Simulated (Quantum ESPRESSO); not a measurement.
**GaN under changes of volume**

One of the cells (11.310 Å³/atom); the others are scaled copies at fixed shape and fractional positions:

```
Ga N
1.0
     3.18000    0.00000    0.00000
    -1.59000    2.75396    0.00000
     0.00000    0.00000    5.16600
Ga N
2 2
Direct
  0.66667 0.33333 0.50000
  0.33333 0.66667 0.00000
  0.66667 0.33333 0.87500
  0.33333 0.66667 0.37500
```

```yaml
Program: Quantum ESPRESSO 7.5
Functional: PBE
Potentials_or_basis: SSSP 1.3 efficiency PBE
Cutoff: 952 eV
Density_cutoff: 7619 eV
k_mesh: 10 × 10 × 5
Occupations: fermi-dirac, width 0.05 eV
Spin: no spin polarisation
```

| volume (Å³/atom) | energy over the lowest point (meV/atom) | pressure (GPa) | gap on the mesh (eV) | largest force (eV/Å) |
| --- | --- | --- | --- | --- |
| 10.632 | 70.39 | 21.1 | 2.42 | 0.155 |
| 10.858 | 43.40 | 15.9 | 2.27 | 0.148 |
| 11.084 | ? | ? | ? | ? |
| 11.310 | 10.12 | 6.8 | 2.00 | 0.137 |
| 11.537 | 2.46 | 3.0 | 1.86 | 0.131 |
| 11.763 | 0.00 | -0.5 | 1.73 | 0.126 |
| 11.989 | 2.24 | -3.6 | 1.60 | 0.121 |

Question: What does the run at 11.084 Å³/atom give?

Answer: Energy over the lowest point 23.54 meV/atom; pressure 11.1 GPa; gap on the mesh 2.13 eV; largest force 0.143 eV/Å.

Worked out: A Birch-Murnaghan fit of order 3 (a polynomial in V^(-2/3)) to the other rows has its minimum at 11.76 Å³/atom with B0 = V·E''(V) = 172 GPa and B' = 4.5 at fixed shape and positions, which overstates the stiffness. It gives 23.55 meV/atom at 11.084 Å³/atom, against the run's 23.54, and -dE/dV = 11.7 GPa, against 11.1. A straight line through the other rows of the gap, of slope -6.8 eV per unit of ln V (its deformation potential), gives 2.13 eV, against the run's 2.13.

Energies are extrapolated to zero smearing.

Spin-orbit coupling on Ga is left out.
